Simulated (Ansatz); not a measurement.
Computed with Ansatz 0.2.0, DFT PBE+D3(BJ), scalar-relativistic, plane waves, PAW.

Structure of BN:

```xyz
2
Lattice="2.4956 0.0019 -0.2293 -1.2388 2.1664 0.2293 -0.9295 -0.9096 3.3482" Properties=species:S:1:pos:R:3 pbc="T T T"
B     1.2507    2.1553   -0.0205
N     0.3150   -0.1990    3.2484
```

Cutoff 420 eV; k points 12×12×12 on the computed 2-atom cell (Γ-centred); Gaussian smearing, width 0.02 eV; no spin polarisation.

Levels along Γ–C | C2–Y2–Γ–M2–D | D2–A–Γ | L2–Γ–V2, in eV from a zero inside the gap, sorted by energy at each point. Points in fractions of the primitive reciprocal vectors: Γ (0.000 0.000 0.000), C (-0.350 -0.350 0.350), C2 (-0.650 0.350 0.650), Y2 (-0.500 0.500 0.500), M2 (-0.500 0.500 0.000), D (-0.699 0.301 0.199), D2 (-0.301 -0.301 -0.199), A (0.000 0.000 -0.500), L2 (-0.500 0.000 0.000), V2 (-0.500 0.000 0.500).
```tsv
point	k (1/Å, with 2π)	band 2	band 3	band 4	band 5	band 6
Γ	0.000	-6.12	-3.38	-3.38	3.21	9.57
-	0.877	-7.83	-6.15	-4.09	5.95	6.25
C	1.755	-9.99	-9.13	-2.25	2.51	10.31
C2	1.755	-9.99	-9.13	-2.25	2.51	10.31
-	2.131	-10.61	-7.37	-2.99	2.27	9.39
Y2	2.507	-10.87	-6.23	-3.33	2.10	7.76
-	3.300	-7.12	-5.28	-5.03	5.64	7.61
Γ	4.092	-6.12	-3.38	-3.38	3.21	9.57
-	4.832	-7.18	-4.99	-4.84	5.22	7.63
M2	5.572	-11.02	-6.16	-2.63	3.27	7.81
-	6.071	-10.56	-7.92	-2.21	3.06	9.68
D	6.571	-10.01	-8.95	-2.53	2.76	10.40
D2	6.571	-10.01	-8.95	-2.53	2.76	10.40
-	7.325	-7.05	-6.53	-5.61	6.56	9.97
A	8.079	-8.31	-3.41	-3.41	8.27	9.49
-	8.556	-7.34	-3.40	-3.40	5.61	9.54
Γ	9.033	-6.12	-3.38	-3.38	3.21	9.57
L2	9.033	-10.88	-6.23	-3.30	2.15	7.76
-	9.823	-7.12	-5.25	-5.03	5.62	7.59
Γ	10.612	-6.12	-3.38	-3.38	3.21	9.57
-	11.354	-7.18	-4.99	-4.86	5.23	7.62
V2	12.095	-11.02	-6.16	-2.66	3.20	7.84
```

This form isn't the usual stable structure of the compound.

Cost: 1 run of about 0.91 core-minutes, on Arm Neoverse V1 (shared hosts).